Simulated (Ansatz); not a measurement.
# HgSe (F-43m) in Ansatz: reference runs

Aim: a first look at HgSe with PBEsol, on the cell as given.

Program: Ansatz 0.2.0. These are calculated values, not measurements. Logs are shortened: lines on timing, memory, paths and dates and some standing lists are left out, and cuts for length are marked.

### 1 The structure

The structure is cubic, space group F-43m (No. 216). Conventional cell: a = 6.078 Å, b = 6.078 Å, c = 6.078 Å, α = 90.00°, β = 90.00°, γ = 90.00°. Hg (site symmetry -43m) is surrounded by 4 Se at 2.63 Å. Se (site symmetry -43m) has 4 Hg at 2.63 Å as nearest neighbours.

### 2 Single point, PBEsol

Contents of input.yaml:

```yaml
crystal:
  lattice:
    - [0.0, 3.039, 3.039]
    - [3.039, 0.0, 3.039]
    - [3.039, 3.039, 0.0]
  atoms:
    - { symbol: Hg, position: [0.0, 0.0, 0.0] }
    - { symbol: Se, position: [0.75, 0.75, 0.75] }
kpoints:
  mp_grid: { grid: [8, 8, 8] }
scf:
  occupations: { method: fermi_dirac, width: 0.05 }
hamiltonian:
  xc: pbesol
  pseudopotentials: { kind: all_electron, lapw: { basis_error: 0.001 } }
output:
  forces: true
  stress: true
  eigenvalues: true
  populations: true
```

Potentials or basis: all-electron LAPW, scalar-relativistic.

Launch:

```console
$ ansatz run input.yaml --threads 1 --pin off --max-ram 3072MiB --backend cpu --events-out ev --progress --plain --runs-dir out
```

Log:

```text
Warning: RAYON_NUM_THREADS=1 ignored (pool sized by the plan → 1); use --threads N
Hg: projections on atomic orbitals take those of the free atom 1s2 2s2 2p6 3s2 3p6 3d10 4s2 4p6 4d10 4f14 5s2 5p6 5d10 6s2, of charge +0.00 (hamiltonian.pseudopotentials.projection_atoms)
Se: projections on atomic orbitals take those of the free atom 1s2 2s2 2p6 3s2 3p6 3d10 4s2 4p4, of charge +0.00 (hamiltonian.pseudopotentials.projection_atoms)
LAPW: plane waves up to 8.541 Å⁻¹, error target 1.0e-3 eV per atom; small_component_spin mean_spin; Se in spheres of 1.257 Å, 24 of its electrons in bands, Dirac shells []; Hg in spheres of 1.375 Å, 44 of its electrons in bands, Dirac shells [] (how accurate: hamiltonian.pseudopotentials.lapw.basis_error, Limitations)
Engine: ansatz 0.2.0, x86_64-unknown-linux-gnu
Pseudopotentials: kind: all_electron
Pseudopotential: Hg, LAPW, valence charge 44, lapw/all_electron/scalar/gaussian/Hg, Koelling and Harmon's equation, gaussian nucleus
Pseudopotential: Se, LAPW, valence charge 24, lapw/all_electron/scalar/gaussian/Se, Koelling and Harmon's equation, gaussian nucleus
Functional definition: PBEsol
  exchange = pbesol_x
  correlation = pbesol_c
Crystal: 2 atoms, lattice volume = 56.133 Å³
Basis set: ecut = 277.9163077201866 eV, 609 PW (Γ), exchange–correlation at level 2
Bands: 41, of which v1, the nominal top of the filled ones, is band 34 counted from 1 (33 counted from 0)
Symmetry: 24 space group operations
Space group: F-43m (ITA 216), of the structure as read, at distance tolerance 3.8e-5 Å
k-points: 29 of 512 (time reversal used)
Non-local potential: Hg, projectors of the file, none
Non-local potential: Se, projectors of the file, none
Initial density: superposition of atomic densities (chi_scale 0.1, normalization cell, long waves kept (reshape's long-wave potential 0.00 eV rms))
Initial wavefunctions: plane waves of lowest kinetic energy (no species holds an atomic orbital)
Functional: x = pbesol(κ = 0.804, μ = 0.12345679012345678), c = pbesol(β = 0.046)
iter 1 solved again at ethr=1.00e-3 eV; its pass at ethr=1.00e-1 eV (dr2=6.82e-1 eV) is discarded
SCF iter   1: F=—  HF=-599765.952233 eV  |F-HF|=—  |Δ(HF+E_count)|=         —  Δρ=2.51e-2  dr2=6.82e-1  ethr=1.00e-3  ⟨swp⟩=2.0  Hψ=7337  notcnv=0
preconditioner: auto → none  [insulator: Δε(μ)=0.645 eV  Ē_g=13.249 eV  σ=0.050 eV  W_gap=0.76  n_scr=14 (ndim 8)  ℏωp=21.0 eV  f_vac=0.333  D(μ)=0.06/eV (n_scr^D=0)  ε∞_Penn≈3.5]
iter 2 solved again at ethr=4.20e-5 eV; its pass at ethr=1.00e-3 eV (dr2=2.86e-2 eV) is discarded
SCF iter   2: F=—  HF=-599765.692117 eV  |F-HF|=—  |Δ(HF+E_count)|=   2.60e-1  Δρ=7.03e-3  dr2=2.86e-2  ethr=4.20e-5  ⟨swp⟩=2.0  Hψ=6139  notcnv=0
SCF iter   3: F=—  HF=-599765.644516 eV  |F-HF|=—  |Δ(HF+E_count)|=   4.76e-2  Δρ=4.05e-3  dr2=7.87e-3  ethr=4.20e-5  ⟨swp⟩=2.1  Hψ=3656  notcnv=0
SCF iter   4: F=—  HF=-599765.642792 eV  |F-HF|=—  |Δ(HF+E_count)|=         —  Δρ=1.07e-3  dr2=4.77e-4  ethr=1.16e-5  ⟨swp⟩=2.0  Hψ=3452  notcnv=0
the basis was enlarged: its passes take 42.0 KiB over the memory plan, 1 of 1 planned eigensolver slots
SCF iter   5: F=—  HF=-599765.642682 eV  |F-HF|=—  |Δ(HF+E_count)|=   1.09e-4  Δρ=1.33e-4  dr2=5.16e-6  ethr=7.02e-7  ⟨swp⟩=2.0  Hψ=3452  notcnv=0
SCF iter   6: F=—  HF=-599765.642684 eV  |F-HF|=—  |Δ(HF+E_count)|=   1.57e-6  Δρ=2.97e-5  dr2=3.66e-7  ethr=7.59e-9  ⟨swp⟩=2.1  Hψ=3454  notcnv=0
SCF iter   7: F=-599765.642684 eV  HF=-599765.642684 eV  |F-HF|=2.34e-8  |Δ(HF+E_count)|=   1.84e-7  Δρ=5.41e-6  dr2=9.53e-9  ethr=5.38e-10  ⟨swp⟩=3.0  Hψ=3570  notcnv=0
SCF 1 converged in 7 iterations: F = -599765.642684 eV  dr2 = 9.53e-9
SCF converged after 7 iterations
Free energy (F): -599765.642684 eV
Harris-Foulkes:  -599765.642684 eV  (|F-HF|=2.34e-8)
Internal energy: -599765.642087 eV  (E = F + TS)
E sigma→0 (E₀):  -599765.642386 eV
Entropy (-TS):   -0.000597 eV (-0.298 meV/atom)
Fermi energy:    10.386130 eV
--- Per-component energies (eV) ---
  E_band       = -6526.252908
  E_kinetic    = 678146.760754
  E_xc         = -12339.129105
  E_electrostatic = -1265573.273737  (all electrons and nuclei)
  E_smearing   = -0.000597  (= −TS)
  E_closure    = 0.000000  (closes the sum)
  E_atoms      = -599760.826423  (free atoms, spherical and without spin; not in F)
  Σ components = -599765.642684   (vs F -599765.642684, Δ=0.00e0)
  Basis errors (estimates in eV, not in F): energy 4.4e-4 per atom: plane waves 4.0e-4 (2.4e-4 summed), levels above the bands 7.9e-98, relativity 4.7e-8, radial functions 4.0e-5, core shells 3.2e-8; eigenvalues (radial functions only) 1.5e-6; not estimated: angular momenta, meshes, grids; target (lapw.basis_error) 1.0e-3; muffin-tin radii Se 1.257 Å, Hg 1.375 Å
--- Forces (eV/Å), atoms counted from 1 ---
  atom   1  Hg     0.00000000    -0.00000000    -0.00000000
  atom   2  Se    -0.00000000     0.00000000     0.00000000
  max |Σ_I F_I| component: 1.85e-17 eV/Å
--- Stress (GPa, compression-positive) ---
        1.515760      -0.000000      -0.000000
       -0.000000       1.515760       0.000000
       -0.000000       0.000000       1.515760
  P = ⅓ Tr σ = 1.5158 GPa (15.158 kbar)
--- Band table (eV; the first three rows and the last of 29) ---
  k-point 0: bands = ["-334.2309", "-334.2309", "-334.2284", "-334.2284", "-334.2284", "-197.1322", "-136.7965", "-136.7965", "-136.7965", "-104.2034", "-82.1518", "-82.1518", "-82.1518", "-82.1504", "-82.1504", "-82.1504", "-82.1488", "-52.6161", "-52.6161", "-52.6161", "-37.2283", "-37.2283", "-37.2283", "-37.2249", "-37.2249", "-3.1749", "3.1477", "3.1477", "3.1477", "3.9027", "3.9027", "9.3047", "10.3317", "10.3317", "10.3317", "15.7575", "15.7575", "15.7575", "18.6526", "21.6562", "21.6562"]
  k-point 1: bands = ["-334.2309", "-334.2309", "-334.2284", "-334.2284", "-334.2284", "-197.1322", "-136.7965", "-136.7965", "-136.7965", "-104.2034", "-82.1518", "-82.1518", "-82.1518", "-82.1504", "-82.1504", "-82.1504", "-82.1488", "-52.6161", "-52.6161", "-52.6161", "-37.2283", "-37.2283", "-37.2283", "-37.2249", "-37.2249", "-3.1071", "3.1741", "3.1785", "3.1785", "3.9002", "3.9002", "8.4320", "10.1703", "10.1703", "10.9048", "15.3912", "15.9767", "15.9767", "19.6596", "20.7107", "20.7107"]
  k-point 2: bands = ["-334.2309", "-334.2309", "-334.2284", "-334.2284", "-334.2284", "-197.1322", "-136.7965", "-136.7965", "-136.7965", "-104.2034", "-82.1518", "-82.1518", "-82.1518", "-82.1504", "-82.1504", "-82.1504", "-82.1488", "-52.6163", "-52.6161", "-52.6161", "-37.2284", "-37.2283", "-37.2283", "-37.2249", "-37.2249", "-2.9384", "3.2471", "3.2471", "3.3126", "3.9054", "3.9054", "7.0405", "9.8105", "9.8105", "11.3375", "15.5855", "16.3652", "16.3652", "19.7010", "20.4031", "20.4031"]
  k-point 28: bands = ["-334.2309", "-334.2309", "-334.2284", "-334.2284", "-334.2284", "-197.1322", "-136.7965", "-136.7965", "-136.7965", "-104.2034", "-82.1518", "-82.1518", "-82.1518", "-82.1504", "-82.1504", "-82.1504", "-82.1488", "-52.6164", "-52.6163", "-52.6162", "-37.2285", "-37.2284", "-37.2283", "-37.2249", "-37.2248", "-2.5238", "3.4402", "3.5498", "3.8153", "3.8456", "4.5247", "4.9879", "7.5414", "7.8777", "13.9318", "15.3597", "16.3247", "17.6512", "20.4822", "22.5753", "22.7682"]
--- Löwdin populations: 2 sites ---
  site symbol       q [e]
     0     Hg     78.9341
     1     Se     34.8508
  spilling = 0.001886 (of n_electrons = 114.000000)
```

Run time: 29 s. Hardware: 1 thread of AMD EPYC 7R43 (Zen 3), shared host; peak memory 0.35 GiB.

Results:

| Property | Result |
| --- | --- |
| Free energy | -599765.6427 eV |
| Pressure | 1.5 GPa |
| Band gap on the k mesh | none (metal or under the smearing width) |
| Loewdin charges | Hg +1.07; Se -0.85 e |

Caveat: the atomic charges don't sum to the cell's charge.
